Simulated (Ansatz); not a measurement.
# La2O3: the cost of one run

Method: DFT PBE with spin–orbit coupling, plane waves, PAW (the target; the first runs use scalar-relativistic PBE), in Ansatz 0.2.0.

3 further runs of the same task are left out: 2 that didn't finish, 1 set aside as unsound or not needed.

## Step 1: The system as given

Symmetry: P321, No. 150, trigonal system. The conventional cell has a = 3.943 Å, b = 3.943 Å, c = 6.140 Å, α = 90.00°, β = 90.00°, γ = 120.00°. La (site symmetry 3) has 3 O at 2.15 Å as nearest neighbours. O (site symmetry 2) has 2 O at 1.71 Å and 2 La at 2.15 Å as nearest neighbours.

Coordinates:

```
CELL_PARAMETERS angstrom
3.94306 0.00000 0.00000
-1.97153 3.41479 0.00000
0.00000 0.00000 6.14033
ATOMIC_POSITIONS crystal
La 0.33333 0.66667 0.25000
La 0.66667 0.33333 0.75000
O 0.25000 0.25000 0.00000
O 0.75000 0.00000 0.00000
O 0.00000 0.75000 0.00000
```

## Step 2: Relaxing cell and atoms (PBE, 6×6×4 mesh)

Input file input.yaml:

```yaml
crystal:
  lattice:
    - [3.9430566452, 0.0, 0.0]
    - [-1.9715283226, 3.4147872233, 0.0]
    - [0.0, 0.0, 6.1403323753]
  atoms:
    - { symbol: La, position: [0.3333333333, 0.6666666667, 0.25] }
    - { symbol: La, position: [0.6666666667, 0.3333333333, 0.75] }
    - { symbol: O, position: [0.25, 0.25, 0.0] }
    - { symbol: O, position: [0.75, 0.0, 0.0] }
    - { symbol: O, position: [0.0, 0.75, 0.0] }
basis:
  ecutwfc: 420
  ecutrho_ratio: 4
kpoints:
  mp_grid: { grid: [6, 6, 4] }
hamiltonian:
  xc: pbe
scf:
  occupations: { method: gaussian, width: 0.05 }
output:
  forces: true
  stress: true
  eigenvalues: true
relax:
  f_tol: 0.03
  max_steps: 60
  cell: { stress_tol: 0.3 }
```

Run with:

```console
$ ansatz run input.yaml --threads 4 --pin off --max-ram 8192MiB --backend cpu --events-out ev --progress --plain --runs-dir out
```

**Question.** How long does this run take on 4 threads of AMD EPYC 7R43 (Zen 3), shared host, and how much memory does it need?

About 56 s, with a peak of 0.51 GiB.
